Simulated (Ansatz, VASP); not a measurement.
# MgS in VASP and in Ansatz

```xyz
2
Lattice="3.2763 0.0000 0.0000 0.0000 3.2763 0.0000 0.0000 0.0000 3.2763" Properties=species:S:1:pos:R:3 pbc="T T T"
Mg    0.0000    0.0000    0.0000
S     1.6381    1.6381    1.6381
```

Change from the starting cell: species swapped into the ZrIn type (P4/mmm, No. 123).

Alike in both runs: functional PBE; k mesh 6 × 6 × 6; occupations gaussian, width 0.1 eV; no spin polarisation.

Ansatz relaxed the structure, and its values are those at the end. VASP's run is a single point on that final structure, the one shown.

```csv
,VASP,Ansatz
version,VASP 6.6.1,Ansatz 0.2.0
potentials or method,"VASP PAW PBE potentials, release 64 (Mg, S)","scalar-relativistic, plane waves, PAW"
plane-wave cutoff (eV),520,420
valence electrons in the cell,8,16
```

```tsv
	VASP	Ansatz	Ansatz less VASP
pressure (GPa)	-0.6	-0.2	+0.32
```

The functional is the same, so the differences come from potentials, cutoffs and numerics. The two sets of potentials don't hold the same shells in valence.
